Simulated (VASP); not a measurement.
Input of a VASP 6.6.1 run:

The input INCAR:

```
SYSTEM = Hf
ALGO = Normal ; EDIFF = 1E-7
EDIFFG = -0.002 ; ENCUT = 520
GGA = PS ; IBRION = 2
ISIF = 3 ; ISMEAR = 0
KPAR = 4 ; LASPH = .TRUE.
LCHARG = .FALSE. ; LREAL = .FALSE.
LWAVE = .FALSE. ; NELM = 100
NSW = 80 ; PREC = Accurate
PSTRESS = 300.0 ; SIGMA = 0.1
```

KPOINTS

```
k-points
0
G
  3 3 4
  0 0 0
```

File POSCAR:

```
Hf                                      
1.0
    4.4801239680      0.0000000000      0.0000000000
   -2.2400619840      3.8799011761      0.0000000000
    0.0000000000      0.0000000000      2.8140916131
  Hf            
     3
Direct
     0.6666666699999979    0.3333333300000021    0.5000000000000000
     0.3333333300000021    0.6666666699999979    0.5000000000000000
     0.0000000000000000    0.0000000000000000    0.0000000000000000
```

Potentials or basis: VASP PAW PBE potentials, release 64 (Hf_pv).

Run with:

```console
$ cat potpaw_PBE.64/Hf_pv/POTCAR > POTCAR
$ mpirun -np 4 vasp_std > vasp.out
```

(1) Estimate the band gap on the k mesh.

(2) Predict the space group after relaxing (to 0.05 Å).

Results:

(1) none (metal or under the smearing width).

(2) P6/mmm (No. 191).

Caveat: the k mesh is coarse (spacing up to 0.56 Å⁻¹), so the values aren't converged.
